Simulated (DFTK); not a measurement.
Sb:

```
CELL_PARAMETERS angstrom
2.15420 1.24373 3.75800
-2.15420 1.24373 3.75800
0.00000 -2.48746 3.75800
ATOMIC_POSITIONS crystal
Sb 0.76651 0.76651 0.76651
Sb 0.23349 0.23349 0.23349
```

Base run:

* Program: DFTK 0.8.2
* Functional: PBE
* Potentials or basis: SPMS 1.0 (PBE)
* Cutoff: 1225 eV
* k mesh: 6 × 6 × 6
* Occupations: fermi-dirac, width 0.05 eV
* Spin: no spin polarisation

Its results: band gap on the k mesh none (metal or under the smearing width); pressure 2.8 GPa; largest force 0.086 eV/Å.

Q: The run is repeated on the same cell with these changes: functional from PBE to PBEsol; potentials or basis from SPMS 1.0 (PBE) to SG15 1.2 (PBE). What comes out?

A: Band gap on the k mesh none (metal or under the smearing width); pressure -0.3 GPa; largest force 0.004 eV/Å.

Caveats: spin-orbit coupling is left out, which moves the levels of the heavy elements; the potentials were made for another functional, which shifts forces and pressure (some runs).
